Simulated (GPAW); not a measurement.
Crystal: Cd.

```
CELL_PARAMETERS angstrom
-1.78432 1.78432 1.78432
1.78432 -1.78432 1.78432
1.78432 1.78432 -1.78432
ATOMIC_POSITIONS crystal
Cd 0.00000 0.00000 0.00000
```

This isn't the form of Cd at room conditions, which is hcp.

```yaml
Program: GPAW 26.7.0
Task: relaxation of cell and atoms
Functional: LDA
Potentials_or_basis: the program's PAW data sets (release 1.2.1) made for this functional
Cutoff: 600 eV
Basis: pw
k_mesh: 10 × 10 × 10
Occupations: fermi-dirac, width 0.05 eV
Spin: no spin polarisation
```

At the start: pressure -5.5 GPa; volume 22.72 Å³/atom.

**Question.** Where does the relaxation end?

**Answer.** Over 5 steps the energy falls by 54.6 meV/atom and the volume is 20.09 Å³/atom (-11.6 %); space group Im-3m (No. 229, to 0.05 Å).

The path:
```csv
step,energy change (eV),largest force (eV/Å),pressure (GPa),volume (Å³)
1,0.0000,0.0000,-5.45,22.72
2,-0.0230,0.0000,-4.50,21.98
3,-0.0472,0.0000,3.12,19.29
4,-0.0542,0.0000,-0.64,20.26
5,-0.0546,0.0000,-0.05,20.09
```

Final structure:
```yaml
crystal:
  lattice:
    - [-1.71244, 1.71244, 1.71244]
    - [1.71244, -1.71244, 1.71244]
    - [1.71244, 1.71244, -1.71244]
  atoms:
    - { symbol: Cd, position: [0.00000, 0.00000, 0.00000] }
```

Caveat: later steps reuse the first step's grids.
